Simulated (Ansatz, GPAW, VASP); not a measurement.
## Al: programs and potentials compared

```
CELL_PARAMETERS angstrom
0.00000 2.02481 2.02481
2.02481 0.00000 2.02481
2.02481 2.02481 0.00000
ATOMIC_POSITIONS crystal
Al 0.00000 0.00000 0.00000
```

Alike in all runs: task single point; functional PBE; k mesh 11 × 11 × 11; occupations gaussian, width 0.016 eV; no spin polarisation; no spin-orbit coupling. Pressure is positive in compression and, in plane waves, holds the error of the finite cutoff, which Ansatz's Pulay term estimates and takes out.

```csv
program and potentials,plane-wave cutoff (eV),notes,pressure (GPa)
"Ansatz, Ansatz PAW",420,Pulay term of +0.07 GPa included,-0.51
"Ansatz, all-electron LAPW, scalar-relativistic",-,-,-0.51
"VASP, PBE PAW files Al, 520 eV",520,-,?
"GPAW, GPAW PAW data sets (gpaw-data 1.2.1)",600,-,-0.39
```

Task: Estimate from the other rows what the run with VASP, PBE PAW files Al, 520 eV gave.

Result: Pressure -0.54 GPa. The other rows, which needn't bracket it: pressure -0.51 to -0.39.
